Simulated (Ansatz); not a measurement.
A 2-atom cell of BaO started from a crystallographic database: a single-point calculation in the PAW code Ansatz (r2SCANh). The geometry is the r2SCAN minimum.

```yaml
crystal:
  lattice:
    - [0.0, 2.7719428467, 2.7719428467]
    - [2.7719428467, 0.0, 2.7719428467]
    - [2.7719428467, 2.7719428467, 0.0]
  atoms:
    - { symbol: Ba, position: [0.0, 0.0, 0.0] }
    - { symbol: O, position: [0.5, 0.5, 0.5] }
kpoints:
  mp_grid: { grid: [6, 6, 6] }
  band_path:
    path:
      - [0.0, 0.0, 0.0]
      - [0.5, 0.0, 0.5]
      - [0.625, 0.25, 0.625]
      - [0.375, 0.375, 0.75]
      - [0.5, 0.5, 0.5]
      - [0.5, 0.25, 0.75]
      - [0.0, 0.5, 0.5]
    npoints: 1
hamiltonian:
  xc: r2scanh
scf:
  occupations: { method: fixed }
  n_extra_bands: 4
output:
  forces: true
  stress: true
  eigenvalues: true
```

The output follows, shortened, with numbered blanks.
```
scf.n_extra_bands = 4 over 8 filled bands (N_el = 16.0): the run solves 12 bands
Functional definition: r2SCANh
Crystal: 2 atoms, lattice volume = 42.597 Å³
[1]
[2]
[warm-up without exact exchange]
SCF 1 stopped early in 4 iterations: F = -6535.962063 eV  dr2 = 1.09e-4
[exact exchange on]
SCF 2 converged in 7 iterations: F = -6535.837365 eV  dr2 = 1.32e-8
hybrid outer 1: dexx = +3.736e-4 eV, tail = 1.80e-7 eV
SCF 3 converged in 2 iterations: F = -6535.837362 eV  dr2 = 9.30e-10
hybrid outer 2: dexx = +2.000e-9 eV, tail = 2.43e-9 eV, Δε = 1.77e-4 eV
hybrid SCF converged: 2 outer / 9 inner (+4 warm-up)
Free energy (F): -6535.837362 eV
[3]
--- Stress (GPa, compression-positive) ---
       -0.394968       0.000000       0.000000
        0.000000      -0.394968       0.000000
        0.000000       0.000000      -0.394968
  P = ⅓ Tr σ = -0.3950 GPa (-3.950 kbar)
--- Band table (eV; the first three rows and the last of 16) ---
[4]
```

The rows of the band table are 0: (0, 0, 0) = Γ, 1: (0, 0, 1/6), 2: (0, 0, 1/3), 15: (1/6, -1/2, -1/3).

Problem. Fill in the blanks. They hold the Fermi energy and the band table, cutoff and plane waves at Γ, the symmetry found.

Solution.
```
[1]
Basis set: ecut = 500 eV, 1067 PW (Γ)
[2]
Symmetry: 48 space group operations
Space group: Fm-3m (ITA 225)
[3]
Fermi energy:    7.812417 eV
[4]
  k-point 0: bands = […, -2.9785, -2.9785, -2.9785, 7.3324, 7.3324, 7.3324, 12.7086, 13.8077, 13.8077, 13.8077]
  k-point 1: bands = […, -3.0602, -3.0079, -3.0079, 6.8580, 7.0314, 7.0314, 13.4004, 13.8720, 14.2912, 14.2912]
  k-point 2: bands = […, -3.2109, -3.0649, -3.0649, 6.1268, 6.5086, 6.5086, 13.5762, 15.5076, 15.5076, 15.9266]
  k-point 15: bands = […, -4.3002, -3.8381, -3.2032, 6.6843, 7.5405, 7.6855, 12.2086, 15.1206, 15.9485, 18.7602]
```
The trailing digits, and the zero of the energies, depend on the potentials and thresholds.

r2SCANh gives a direct gap of 3.12 eV at X. The gap is the least over the mesh and the extra points. The mean stress, -0.4 GPa, is small, and the program warns that its thresholds are loose for a hybrid's stress.

Run as `ansatz run input.yaml --threads 2 --pin off --max-ram 2211MiB --backend cpu --events-out ev --progress --plain --runs-dir out`. Wall time 52 s on 2 threads of Arm Neoverse V2 (shared host), load about 0.4 per core; peak host memory 1.6 GiB.

Spin-unpolarised throughout; all numbers are computed.

Spin-orbit coupling is left out.

The meshes of the hybrids are coarse, so their gaps aren't converged to the digits shown.
